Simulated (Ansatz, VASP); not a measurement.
**Al3O2: VASP beside Ansatz**

```
CELL_PARAMETERS angstrom
4.79976 0.00000 0.00000
0.00000 4.79976 0.00000
0.00000 0.00000 3.67127
ATOMIC_POSITIONS crystal
Al 0.00000 0.50000 0.00000
Al 0.50000 0.00000 0.00000
Al 0.00000 0.00000 0.00000
O 0.50000 0.50000 0.50000
O 0.50000 0.50000 0.00000
```

Change from the starting cell: species swapped into the Zr3Cd2 type (Pmmm, No. 47).

Alike in both runs: functional PBE; k mesh 8 × 8 × 10; occupations gaussian, width 0.1 eV; no spin polarisation.

Ansatz relaxed the structure, and its values are those at the end. VASP's run is a single point on that final structure, the one shown.

```csv
,VASP,Ansatz
version,VASP 6.6.1,Ansatz 0.2.0
potentials or method,"VASP PAW PBE potentials, release 64 (Al, O)","scalar-relativistic, plane waves, PAW"
plane-wave cutoff (eV),520,420
valence electrons in the cell,21,21
```

```csv
,VASP,Ansatz,Ansatz less VASP
gap on the k mesh at the Fermi level (eV),none,none,-
pressure (GPa),-0.1,0.0,+0.05
```

A gap of «none» marks a metal or a gap that the smearing closes. The functional is the same, so the differences come from potentials, cutoffs and numerics.

Caveats: an odd number of electrons without spin polarisation forces a metal; a magnetic or distorted state may lie lower.
